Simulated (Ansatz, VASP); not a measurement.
## One calculation of Li4F, two programs

```
Li F
1.0
    -2.43550    2.43550    2.43550
     2.43550   -2.43550    2.43550
     2.43550    2.43550   -2.43550
Li F
4 1
Cartesian
  1.2178 1.2178 -1.2178
  1.2178 -1.2178 1.2178
  -1.2178 1.2178 1.2178
  1.2178 1.2178 1.2178
  0.0000 0.0000 0.0000
```

Change from the starting cell: species swapped into the CrGa4 type (Im-3m, No. 229).

Alike in both runs: task relaxation of cell and atoms; functional PBE; k mesh 6 × 6 × 6; occupations gaussian, width 0.1 eV; no spin polarisation.

```csv
,VASP,Ansatz
version,VASP 6.6.1,Ansatz 0.2.0
potentials or method,"VASP PAW PBE potentials, release 64 (Li_sv, F)","scalar-relativistic, plane waves, PAW"
plane-wave cutoff (eV),600,420
valence electrons in the cell,19,19
```

|  | VASP | Ansatz | Ansatz less VASP |
| --- | --- | --- | --- |
| gap on the k mesh at the Fermi level, each at its own relaxed structure (eV) | none | none | - |
| relaxed volume (Å³/atom) | 14.55 | 14.69 | +0.142 |
| relaxed cell length with the largest relative difference (Å) | 4.555 | 4.570 | +0.0148 |
| energy change over the relaxation (meV/atom) | -60 | -64 | -4.0 |

A gap of «none» marks a metal or a gap that the smearing closes.

Caveats: the cutoff is under 1.25 times the usual one of these potentials, so pressure, stress and relaxed cells hold a basis-set (Pulay) error (VASP); the volume moved by over 15 % at a fixed basis, so the end points are rough (VASP); an odd number of electrons without spin polarisation forces a metal; a magnetic or distorted state may lie lower.
